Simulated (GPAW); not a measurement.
Runs of GPAW 26.7.0 on CuO. Symmetry: P4_2/mmc, No. 131, tetragonal system. Conventional cell: a = 3.422 Å, b = 3.422 Å, c = 4.260 Å, α = 90.00°, β = 90.00°, γ = 90.00°. Around Cu (site symmetry mmm) lie 4 O at 2.02 Å. O (site symmetry -4m2) is surrounded by 4 Cu at 2.02 Å and 2 O at 2.13 Å. Measurements of this composition are mostly on another form, of space group No. 15.

```csv
level,potentials or basis,older calculator (legacy_gpaw),eigensolver,pressure (GPa)
AM05,"PAW data sets generated in the run's folder for this functional, pw",-,-,(c)
LDA,"the program's PAW data sets (release 1.2.1) made for this functional, pw",-,-,-13.2
PBE,"GPAW PAW data sets (gpaw-data 1.2.1), pw",-,-,-1.7
r2SCAN,"GPAW PAW data sets (gpaw-data 1.2.1), pw",-,-,(b)
RPBE,"the program's PAW data sets (release 1.2.1) made for this functional, pw",-,-,3.0
BLYP,"PAW data sets generated in the run's folder for this functional, pw",-,davidson,2.1
revPBE,"the program's PAW data sets (release 1.2.1) made for this functional, pw",-,-,(a)
SCAN,"GPAW PAW data sets (gpaw-data 1.2.1), pw",-,-,-7.6
```

Alike in all rows: task band structure; no spin polarisation; cell as given; k mesh 6 × 6 × 5; cutoff (eV) 800; smearing fermi-dirac 0.05 eV.

Estimate the missing entries.

(a) 1.8; (b) -6.5; (c) -6.9.

Caveats: with this Cu data set, volumes or pressures lay over 1.5 % or 2 GPa off other programs in two to four cells of ten; the run has no spin polarisation, though such a crystal can be magnetic; the PAW data sets were made with another functional, which shifts forces and pressure a little (some runs).
